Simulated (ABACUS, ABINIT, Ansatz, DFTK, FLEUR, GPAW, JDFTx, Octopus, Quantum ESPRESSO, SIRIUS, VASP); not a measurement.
MnS: programs and potentials compared

```xyz
2
Lattice="0.0000 2.6045 2.6045 2.6045 0.0000 2.6045 2.6045 2.6045 0.0000" Properties=species:S:1:pos:R:3 pbc="T T T"
Mn    0.0000    0.0000    0.0000
S     2.6045    2.6045    2.6045
```

Alike in all runs: task single point; functional PBEsol; k mesh 9 × 9 × 9; occupations fermi-dirac, width 0.05 eV; collinear spin, ferromagnetic start; no spin-orbit coupling. The measured crystal is an antiferromagnetic insulator; the state found here is the runs' own. Pressure is positive in compression and, in plane waves, holds the error of the finite cutoff.

| program and potentials | plane-wave cutoff (eV) | notes | pressure (GPa) | net moment per atom (μB) |
| --- | --- | --- | --- | --- |
| DFTK, PseudoDojo SR PBEsol 0.4.1 standard (PBEsol) | 1306 | 10.5 valence electrons an atom on average | -6.74 | 2.36 |
| ABACUS, PseudoDojo NC SR 0.4.1 PBEsol standard, plane waves | 1320 | 10.5 valence electrons an atom on average | -6.74 | 2.36 |
| JDFTx, PseudoDojo-SR-PBEsol-0.4.1-standard with smoothed tails | 1306 | 10.5 valence electrons an atom on average | -6.74 | 2.36 |
| GPAW, PAW data sets generated for this functional | 600 | 10.5 valence electrons an atom on average | -7.20 | 2.33 |
| SIRIUS, all-electron FP-LAPW, apw+lo standard | - | - | - | 2.33 |
| Quantum ESPRESSO, GBRV 1.5 PBEsol | 612 | 10.5 valence electrons an atom on average | -7.22 | 2.35 |
| Octopus, pseudodojo_pbesol (PseudoDojo 0.4, PBEsol) | - | 10.5 valence electrons an atom on average | - | 2.36 |
| SIRIUS, PseudoDojo 0.4.1 PBEsol standard (scalar relativistic) | 1307 | 10.5 valence electrons an atom on average | -6.74 | 2.36 |
| VASP, PBE PAW files Mn_pv, S, 520 eV | 520 | potentials made for PBE; 9.5 valence electrons an atom on average | ? | ? |
| Ansatz, all-electron LAPW, scalar-relativistic | - | - | -7.26 | 2.34 |
| FLEUR, all-electron, FLAPW | - | - | - | 2.34 |
| ABINIT, PseudoDojo NC SR PBEsol v0.4.1 standard | 1306 | 10.5 valence electrons an atom on average | -6.74 | 2.36 |

**Question.** Estimate from the other rows what the run with VASP, PBE PAW files Mn_pv, S, 520 eV gave.

**Answer.** Pressure -7.17 GPa; net moment per atom 2.34 μB. The other rows, which needn't bracket it: pressure -7.26 to -6.74; net moment per atom 2.33 to 2.36.
